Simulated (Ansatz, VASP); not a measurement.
C in VASP and in Ansatz

The input INCAR:

```
  ALGO = Normal
  EDIFF = 1E-6
  ENCUT = 520
  GGA = PE
  ISIF = 2
  ISMEAR = 0
  LASPH = T
  LCHARG = T
  LELF = T
  LREAL = F
  LVHAR = T
  LWAVE = F
  NBANDS = 26
  NELM = 80
  PREC = Accurate
  SIGMA = 0.05
```

Contents of KPOINTS:

```
k-points
0
Gamma
  12 12 4
```

The input POSCAR:

```
C
1.0
    2.6439194161      0.0000000000      0.0000000000
   -1.3219597080      2.2897013799      0.0000000000
    0.0000000000      0.0000000000      8.5122028864
C
8
Direct
    0.0000000000      0.0000000000      0.0929681641
    0.0000000000      0.0000000000      0.5929681641
    0.0000000000      0.0000000000      0.4070318359
    0.0000000000      0.0000000000      0.9070318359
    0.3333333333      0.6666666667      0.1555285626
    0.6666666667      0.3333333333      0.6555285626
    0.3333333333      0.6666666667      0.3444714374
    0.6666666667      0.3333333333      0.8444714374
```

Input for Ansatz:

```yaml
crystal:
  lattice:
    - [2.6439194161, 0.0, 0.0]
    - [-1.321959708, 2.2897013799, 0.0]
    - [0.0, 0.0, 8.5122028864]
  atoms:
    - { symbol: C, position: [0.0, 0.0, 0.0929681641] }
    - { symbol: C, position: [0.0, 0.0, 0.5929681641] }
    - { symbol: C, position: [0.0, 0.0, 0.4070318359] }
    - { symbol: C, position: [0.0, 0.0, 0.9070318359] }
    - { symbol: C, position: [0.3333333333, 0.6666666667, 0.1555285626] }
    - { symbol: C, position: [0.6666666667, 0.3333333333, 0.6555285626] }
    - { symbol: C, position: [0.3333333333, 0.6666666667, 0.3444714374] }
    - { symbol: C, position: [0.6666666667, 0.3333333333, 0.8444714374] }
basis:
  ecutwfc: 420
kpoints:
  mp_grid: { grid: [12, 12, 4] }
hamiltonian:
  xc: pbe
scf:
  occupations: { method: gaussian, width: 0.05 }
output:
  forces: true
  stress: true
  eigenvalues: true
```

Change from the starting cell: strain +0.050 along x and y, +0.025 along z, atoms carried along.

Alike in both runs: task single point; functional PBE; k mesh 12 × 12 × 4; occupations gaussian, width 0.05 eV; no spin polarisation.

|  | VASP | Ansatz |
| --- | --- | --- |
| version | VASP 6.6.1 | Ansatz 0.2.0 |
| potentials or method | VASP PAW PBE potentials, release 64 (C) | scalar-relativistic, plane waves, PAW |
| plane-wave cutoff (eV) | 520 | 420 |
| valence electrons in the cell | 32 | 32 |

|  | VASP | Ansatz | Ansatz less VASP |
| --- | --- | --- | --- |
| gap on the k mesh at the Fermi level (eV) | 3.98 | 3.99 | +0.009 |
| least direct gap on the mesh (eV) | 4.76 | 4.77 | +0.009 |
| pressure (GPa) | -41.6 | -41.8 | -0.26 |
| largest component of the traceless stress (GPa) | 14.25 | 14.20 | -0.048 |
| rms of the force components (eV/Å) | 0.026 | 0.027 | +0.0015 |

Atom by atom the forces differ by 0.002 eV/Å (rms over components).

Caveats: the cell as given lies far from equilibrium; so large a pressure means that the cell lies far from this level's equilibrium, or that cutoff or potentials fall short (VASP).
